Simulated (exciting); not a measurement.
The Ag L₃ edge of atom 1 in AgBr, space group Fm-3m, with 6 Br at 2.87 Å (octahedral, site symmetry m-3m), was computed at 2 levels: exchange and screened direct term (singlet BSE) and independent particles. Common settings: exciting, all-electron LAPW+lo, PBE, 4×4×4 shifted k points, 19 conduction bands, |G+q| up to 3 bohr⁻¹ (2 in the exchange term), full RPA screening with nempty = 41, Lorentzian half width 1.2 eV.

Energy from the Kohn–Sham onset, core level to the lowest empty state found on the meshes used; all runs on one relative scale:

```
E (eV)  run 1  run 2
  -6.5   0.02   0.03
  -6.0   0.02   0.03
  -5.5   0.02   0.03
  -5.0   0.03   0.03
  -4.5   0.03   0.04
  -4.0   0.03   0.04
  -3.5   0.03   0.05
  -3.0   0.04   0.05
  -2.5   0.04   0.06
  -2.0   0.04   0.07
  -1.5   0.05   0.09
  -1.0   0.06   0.11
  -0.5   0.07   0.14
   0.0   0.08   0.17
   0.5   0.10   0.22
   1.0   0.13   0.25
   1.5   0.16   0.28
   2.0   0.20   0.32
   2.5   0.25   0.35
   3.0   0.28   0.37
   3.5   0.29   0.40
   4.0   0.30   0.45
   4.5   0.31   0.54
   5.0   0.34   0.68
   5.5   0.41   0.82
   6.0   0.50   0.88
   6.5   0.60   0.83
   7.0   0.64   0.73
   7.5   0.61   0.66
   8.0   0.55   0.63
   8.5   0.52   0.64
   9.0   0.51   0.69
   9.5   0.54   0.75
  10.0   0.58   0.79
  10.5   0.63   0.83
  11.0   0.68   0.85
  11.5   0.71   0.87
  12.0   0.73   0.89
  12.5   0.74   0.91
  13.0   0.75   0.95
  13.5   0.77   0.98
  14.0   0.81   0.99
  14.5   0.85   0.98
  15.0   0.89   0.95
  15.5   0.91   0.92
  16.0   0.92   0.89
  16.5   0.92   0.87
  17.0   0.91   0.87
  17.5   0.92   0.87
  18.0   0.95   0.85
  18.5   0.95   0.81
  19.0   0.92   0.77
  19.5   0.89   0.75
  20.0   0.87   0.74
  20.5   0.86   0.73
  21.0   0.85   0.71
  21.5   0.84   0.71
  22.0   0.83   0.73
```

The database entry behind the starting cell differs from later determinations by our own check (about 0.6 % short of the room-temperature cell), so it need not match the best structure at ambient conditions.

Which run is which, and why?

Run 1: independent particles; highest local maximum in the window at 18.3 eV. Run 2: exchange and screened direct term (singlet BSE); highest local maximum in the window at 14.0 eV. The attractive direct term pulls weight down: the curves pass 0.15 at 1.3 and -0.3 eV in the order of the runs. Fine structure above the first lines is partly noise of the 64-point mesh.

[Banner, clock and machine lines of the logs are left out without a mark of their own.]

[Logs are printed without paths, hosts, clocks, repeated set-up lines and the standing remarks that a program may print on its own settings, such as how far it seeks lower states.]

[Hosts, paths, dates, database ids (printed as entryN), source tags and the programs' standing remarks are cut or masked in the printed files.]
